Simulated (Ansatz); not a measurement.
BN (zincblende) was relaxed with r2SCAN, strained in 2 ways (changes of length per length), its atoms relaxed again with r2SCAN, and run with r2SCAN in the plane-wave code Ansatz. Calculated for a static, non-magnetic cell.

Isotropic +4.11 % on every length. Input:
```yaml
crystal:
  lattice:
    - [0.0, 1.8790037797, 1.8790037797]
    - [1.8790037797, 0.0, 1.8790037797]
    - [1.8790037797, 1.8790037797, 0.0]
  atoms:
    - { symbol: B, position: [0.0, 0.0, 0.0] }
    - { symbol: "N", position: [0.25, 0.25, 0.25] }
kpoints:
  mp_grid: { grid: [12, 12, 12] }
  band_path:
    path:
      - [0.0, 0.0, 0.0]
      - [-0.5, -0.5, 0.0]
      - [-0.375, -0.375, 0.25]
      - [-0.375, 0.0, 0.375]
      - [0.0, 0.0, 0.5]
      - [-0.5, -0.25, 0.25]
    npoints: 1
hamiltonian:
  xc: r2scan
scf:
  occupations: { method: fixed }
  n_extra_bands: 4
output:
  forces: true
  stress: true
  eigenvalues: true
  write_density: true
  write_potential: true
  elf: true
  volumetric_format: npy
```

Main results, then levels in eV from the Fermi energy at the points of the path (names of the unstrained zone, bands numbered from 0):
```
Crystal: 2 atoms, lattice volume = 13.268 Å³
Basis set: ecut = 500 eV, 331 PW (Γ)
Symmetry: 24 space group operations
Space group: F-43m (ITA 216)
k-points: 72 of 1728 (time reversal used)
Free energy (F): -543.810506 eV
Fermi energy:    9.228746 eV
--- Stress (GPa, compression-positive) ---
      -37.883896       0.000000       0.000000
        0.000000     -37.883896       0.000000
        0.000000       0.000000     -37.883896
  P = ⅓ Tr σ = -37.8839 GPa (-378.839 kbar)
```
```tsv
point	band_0	band_1	band_2	band_3	band_4	band_5	band_6
Γ	-20.004	0.000	0.000	0.000	8.983	8.983	8.983
X	-14.998	-8.586	-4.534	-4.534	4.835	9.123	17.479
U	-14.967	-7.900	-6.980	-3.763	7.120	12.518	15.537
K	-14.967	-7.900	-6.980	-3.763	7.120	12.518	15.537
L	-16.254	-10.042	-1.800	-1.800	9.239	10.834	10.834
W	-14.781	-7.474	-6.357	-5.892	9.809	12.845	13.747
```

The r2SCAN gap is indirect, 4.83 eV (Γ to X), below the direct gap of 8.98 eV at Γ. The mean pressure is -37.88 GPa (compression positive), so r2SCAN would shrink the cell's volume.

Uniaxial -5.75 % along z, other directions held. These blocks change:
```yaml
crystal:
  lattice:
    - [0.0, 1.8048254535, 1.7010479899]
    - [1.8048254535, 0.0, 1.7010479899]
    - [1.8048254535, 1.8048254535, 0.0]
  atoms:
    - { symbol: B, position: [0.0, 0.0, 0.0] }
    - { symbol: "N", position: [0.25, 0.25, 0.25] }
```

```
Crystal: 2 atoms, lattice volume = 11.082 Å³
Basis set: ecut = 500 eV, 275 PW (Γ)
Symmetry: 8 space group operations
Space group: I-4m2 (ITA 119)
k-points: 163 of 1728 (time reversal used)
Free energy (F): -543.902213 eV
Fermi energy:    12.441793 eV
--- Stress (GPa, compression-positive) ---
       13.437172       0.000000       0.000000
        0.000000      13.437172       0.000000
        0.000000       0.000000      50.499322
  P = ⅓ Tr σ = 25.7912 GPa (257.912 kbar)
```
```tsv
point	band_0	band_1	band_2	band_3	band_4	band_5	band_6
Γ	-22.416	-0.561	-0.561	0.000	9.260	9.690	9.690
X	-15.789	-9.497	-6.361	-6.361	3.994	8.849	20.029
U	-15.978	-8.990	-8.556	-5.454	6.531	12.848	17.472
K	-16.324	-9.486	-8.749	-4.572	7.818	14.459	16.989
L	-17.796	-12.051	-2.987	-2.035	10.407	11.106	12.755
W	-15.886	-8.822	-7.776	-7.439	9.850	14.157	14.595
```

r2SCAN gives an indirect gap of 3.99 eV, from Γ to X; the least direct gap is 9.26 eV at Γ. With the atoms held, the mean pressure is +25.79 GPa (compression positive).
